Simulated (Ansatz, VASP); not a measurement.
## Two plane-wave programs on C

The input INCAR:

```
SYSTEM = C
ALGO = Normal
EDIFF = 1E-7
EDIFFG = -0.002
ENCUT = 600
GGA = PE
IBRION = 2
ISIF = 3
ISMEAR = 0
LASPH = .TRUE.
LCHARG = .FALSE.
LREAL = .FALSE.
LWAVE = .FALSE.
NELM = 60
NSW = 80
PREC = Accurate
SIGMA = 0.01
```

File KPOINTS:

```
k-points
0
G
  6 6 6
  0 0 0
```

File POSCAR:

```
C
1.0
    3.5670000000      0.0000000000      0.0000000000
    0.0000000000      3.5670000000      0.0000000000
    0.0000000000      0.0000000000      3.5670000000
C
8
Direct
    0.0000000000      0.0000000000      0.0000000000
    0.0000000000      0.5000000000      0.5000000000
    0.5000000000      0.0000000000      0.5000000000
    0.5000000000      0.5000000000      0.0000000000
    0.2500000000      0.2500000000      0.2500000000
    0.2500000000      0.7500000000      0.7500000000
    0.7500000000      0.2500000000      0.7500000000
    0.7500000000      0.7500000000      0.2500000000
```

Input for Ansatz:

```yaml
crystal:
  lattice:
    - [3.567, 0.0, 0.0]
    - [0.0, 3.567, 0.0]
    - [0.0, 0.0, 3.567]
  atoms:
    - { symbol: C, position: [0.0, 0.0, 0.0] }
    - { symbol: C, position: [0.0, 0.5, 0.5] }
    - { symbol: C, position: [0.5, 0.0, 0.5] }
    - { symbol: C, position: [0.5, 0.5, 0.0] }
    - { symbol: C, position: [0.25, 0.25, 0.25] }
    - { symbol: C, position: [0.25, 0.75, 0.75] }
    - { symbol: C, position: [0.75, 0.25, 0.75] }
    - { symbol: C, position: [0.75, 0.75, 0.25] }
scf:
  occupations: { method: fixed }
output:
  forces: true
  stress: true
  eigenvalues: true
  write_density: true
  write_potential: true
  elf: true
  volumetric_format: npy
hamiltonian:
  xc: pbe
kpoints:
  mp_grid: { grid: [6, 6, 6] }
basis:
  ecutwfc: 520
relax:
  f_tol: 0.002
  max_steps: 60
  cell: { stress_tol: 0.05 }
```

Alike in both runs: task relaxation of cell and atoms; functional PBE; k mesh 6 × 6 × 6; no spin polarisation.

```csv
,VASP,Ansatz
version,VASP 6.6.1,Ansatz 0.2.0
potentials or method,"VASP PAW PBE potentials, release 64 (C)","scalar-relativistic, plane waves, PAW"
plane-wave cutoff (eV),600,520
occupations,"gaussian, width 0.01 eV",fixed
valence electrons in the cell,32,32
```

VASP gave:

```
gap on the k mesh at the Fermi level, each at its own relaxed structure (eV) : 4.14
relaxed volume (Å³/atom)                                                     : 5.69
relaxed cell length with the largest relative difference (Å)                 : 3.572
```

Q: What did Ansatz give for the same quantities?

A: gap on the k mesh at the Fermi level, each at its own relaxed structure (eV): 4.15; relaxed volume (Å³/atom): 5.70; relaxed cell length with the largest relative difference (Å): 3.572.
